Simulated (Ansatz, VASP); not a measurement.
# CuI: VASP beside Ansatz

Contents of INCAR:

```
PREC     = Accurate       # precision mode
ENCUT    = 520            # plane-wave cutoff, eV
EDIFF    = 1E-6           # SCF threshold, eV
ISMEAR   = 0              # smearing method
SIGMA    = 0.2            # smearing width, eV
LREAL    = False          # projectors in reciprocal space
LASPH    = True           # aspherical terms in the spheres
NELM     = 100            # most SCF steps
ALGO     = Normal         # electronic algorithm
ISIF     = 2              # what is computed and relaxed
LWAVE    = False          # write WAVECAR
LCHARG   = False          # write CHGCAR
GGA      = PS             # functional
NBANDS   = 26             # bands
```

The input KPOINTS:

```
Automatic mesh
0
Gamma
  6 6 4
```

POSCAR

```
CuI
1.0
    4.3755371843      0.0000000000      0.0000000000
   -2.1877685921      3.7893263568      0.0000000000
    0.0000000000      0.0000000000      7.2538023802
Cu I
2 2
Direct
    0.3333333333      0.6666666667      0.2500000000
    0.6666666667      0.3333333333      0.7500000000
    0.6666666667      0.3333333333      0.2500000000
    0.3333333333      0.6666666667      0.7500000000
```

Input for Ansatz:

```yaml
crystal:
  lattice:
    - [4.3755371843, 0.0, 0.0]
    - [-2.1877685921, 3.7893263568, 0.0]
    - [0.0, 0.0, 7.2538023802]
  atoms:
    - { symbol: Cu, position: [0.3333333333, 0.6666666667, 0.25] }
    - { symbol: Cu, position: [0.6666666667, 0.3333333333, 0.75] }
    - { symbol: I, position: [0.6666666667, 0.3333333333, 0.25] }
    - { symbol: I, position: [0.3333333333, 0.6666666667, 0.75] }
kpoints:
  mp_grid: { grid: [6, 6, 4] }
hamiltonian:
  xc: pbesol
scf:
  occupations: { method: gaussian, width: 0.2 }
  n_extra_bands: 5
output:
  forces: true
  stress: true
  eigenvalues: true
```

Alike in both runs: task single point; functional PBEsol; k mesh 6 × 6 × 4; occupations gaussian, width 0.2 eV; no spin polarisation.

|  | VASP | Ansatz |
| --- | --- | --- |
| version | VASP 6.6.1 | Ansatz 0.2.0 |
| potentials or method | VASP PAW PBE potentials, release 64 (Cu, I) | plane waves |
| plane-wave cutoff (eV) | 520 | 420 |
| valence electrons in the cell | 36 | 72 |

```csv
,VASP,Ansatz,Ansatz less VASP
pressure (GPa),-1.3,-1.5,-0.19
largest component of the traceless stress (GPa),0.58,0.66,+0.070
```

The two sets of potentials don't hold the same shells in valence.

Caveats: the PAW data sets were made with another functional, which shifts forces and pressure a little (VASP); spin-orbit coupling is left out, which moves the levels of the heavy elements; this functional lacks dispersion, which binds the layers, so the pressure and a relaxed spacing across them are unreliable. A hybrid or GW would open this gap; PBEsol tends to underestimate it. A k mesh can miss the band edges.
